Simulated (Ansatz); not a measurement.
Os: band structure with BLYP

Crystal: Os.

```
Os
1.0
     2.73410    0.00000    0.00000
    -1.36705    2.36780    0.00000
     0.00000    0.00000    4.31970
Os
2
Direct
  0.66667 0.33333 0.75000
  0.33333 0.66667 0.25000
```

```yaml
Program: Ansatz 0.2.0
Task: band structure
Functional: BLYP
Potentials_or_basis: Ansatz PAW
Cutoff: "420 eV (not typed: the program's choice for these potentials)"
k_mesh: 11 × 11 × 6
Occupations: fermi-dirac, width 0.05 eV
Spin: no spin polarisation
Path: "[[\"G\", \"M\", \"K\", \"G\", \"A\", \"L\", \"H\", \"A\"], [\"L\", \"M\"], [\"K\", \"H\"]]"
Points_for_each_segment_of_the_path: 14
```

| Quantity | Value |
| --- | --- |
| Pressure | 25.8 GPa |
| Band gap on the k mesh | none (metal or under the smearing width) |

Stress tensor (GPa, compression positive):
```
25.69  0.00  0.00
 0.00 25.69  0.00
 0.00  0.00 26.11
```

Levels at the corners of the path, in eV from the Fermi level:
```csv
point,band 13,band 14,band 15,band 16,band 17,band 18,band 19,band 20
Γ,-2.76,-2.17,-2.17,-1.53,-1.53,0.40,1.73,1.73
M,-2.64,-2.47,-1.80,2.08,2.64,2.76,4.54,5.84
K,-3.34,-3.34,-1.26,1.52,1.52,2.11,5.40,5.40
Γ,-2.76,-2.17,-2.17,-1.53,-1.53,0.40,1.73,1.73
A,-3.20,-3.20,-3.20,-3.20,0.92,0.92,0.92,0.92
L,-1.16,-1.16,0.07,0.07,2.42,2.42,3.44,3.44
H,-3.26,-3.26,-1.32,-1.32,1.67,1.67,8.55,8.55
A,-3.20,-3.20,-3.20,-3.20,0.92,0.92,0.92,0.92
L,-1.16,-1.16,0.07,0.07,2.42,2.42,3.44,3.44
M,-2.64,-2.47,-1.80,2.08,2.64,2.76,4.54,5.84
K,-3.34,-3.34,-1.26,1.52,1.52,2.11,5.40,5.40
H,-3.26,-3.26,-1.32,-1.32,1.67,1.67,8.55,8.55
```

Run time: 3.7 s on 2 threads of Intel(R) Xeon(R) Processor @ 2.50GHz (Skylake/Cascade Lake), on a shared host, peak memory 0.33 GiB.

Caveat: so large a pressure means that the cell lies far from this level's equilibrium, or that cutoff or potentials fall short; spin-orbit coupling is left out, which moves the levels of the heavy elements; the PAW data sets come from PBE, with cores solved anew for the run's functional, which leaves a small shift of forces and pressure.
